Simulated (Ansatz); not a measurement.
The system is SiS2.

```xyz
6
Lattice="-2.7820 4.7725 2.7760 2.7820 -4.7725 2.7760 2.7820 4.7725 -2.7760" Properties=species:S:1:pos:R:3 pbc="T T T"
S     1.1618   -1.1282    2.7760
S     1.6202    5.9007    0.0000
S     1.6202    3.6443    2.7760
S     1.1618    1.1282    0.0000
Si    0.0000    0.0000    1.3880
Si    0.0000    0.0000    4.1640
```

Base run:

| Property | Result |
| --- | --- |
| Program | Ansatz 0.2.0 |
| Functional | PBE |
| Potentials or basis | Ansatz PAW |
| Cutoff | 420 eV |
| Density cutoff | 1680 eV |
| k mesh | 7 × 7 × 7 |
| Occupations | fermi-dirac, width 0.05 eV |
| Spin | no spin polarisation |

Its results: band gap on the k mesh 2.78 eV, indirect (least direct gap 3.15 eV); pressure 2.4 GPa; largest force 0.284 eV/Å.

The run is repeated on the same cell with these changes: functional from PBE to r2SCAN; cutoff from 420 eV to 500 eV; density cutoff from 1680 eV to 2000 eV. What comes out?

Band gap on the k mesh 3.17 eV, indirect (least direct gap 3.56 eV); pressure 0.5 GPa; largest force 0.010 eV/Å.

r2SCAN gives the wider gap, since meta-GGAs in the generalised Kohn-Sham scheme recover part of the derivative discontinuity.

Caveats: the PAW data sets come from PBE, with cores solved anew for the run's functional, which leaves a small shift of forces and pressure (some runs).

Not every run made on this cell is shown here.
